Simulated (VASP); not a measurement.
**From VASP inputs to Ansatz: BeS (rocksalt)**

INCAR

```
ISIF = 3
ISMEAR = -1
NELM = 120
LWAVE = .FALSE.
LCHARG = .FALSE.
EDIFFG = -5E-3
IBRION = 2
METAGGA = R2SCAN
LASPH = .TRUE.
ENCUT = 600
PREC = Accurate
NBANDS = 11
SIGMA = 0.02
ALGO = Normal
NSW = 40
EDIFF = 1E-7
LREAL = .FALSE.
```

KPOINTS

```
KPOINTS created by Atomic Simulation Environment
0
Gamma
8 8 8
0 0 0
```

POSCAR

```
Be S
 1.0000000000000000
    -0.0000000000000000    2.3146113653673805    2.3146113653673805
     2.3146113653673805    0.0000000000000000    2.3146113653673805
     2.3146113653673805    2.3146113653673805   -0.0000000000000000
 Be  S
   1   1
Cartesian
  0.0000000000000000  0.0000000000000000 -0.0000000000000000
  2.3146113653673805  2.3146113653673805  2.3146113653673805
```

VASP ran with the recommended PBE PAW datasets (8 valence electrons in the cell).

Task: Translate these files to an Ansatz input.

Result: 

```yaml
crystal:
  lattice:
    - [0.0, 2.3146113654, 2.3146113654]
    - [2.3146113654, 0.0, 2.3146113654]
    - [2.3146113654, 2.3146113654, 0.0]
  atoms:
    - { symbol: Be, position: [0.0, 0.0, 0.0] }
    - { symbol: S, position: [0.5, 0.5, 0.5] }
kpoints:
  mp_grid: { grid: [8, 8, 8] }
hamiltonian:
  xc: r2scan
scf:
  occupations: { method: fermi_dirac, width: 0.02 }
relax:
  f_tol: 0.005
  cell: {}
```

Other inputs would serve too.

```tsv
	VASP	Ansatz
relaxed cell vector lengths	3.276, 3.276, 3.276 Å	3.277, 3.277, 3.277 Å
relaxed cell volume	24.86 Å³	24.89 Å³
```

Each program uses its own PAW datasets. VASP's cell holds 8 valence electrons and Ansatz's 8.
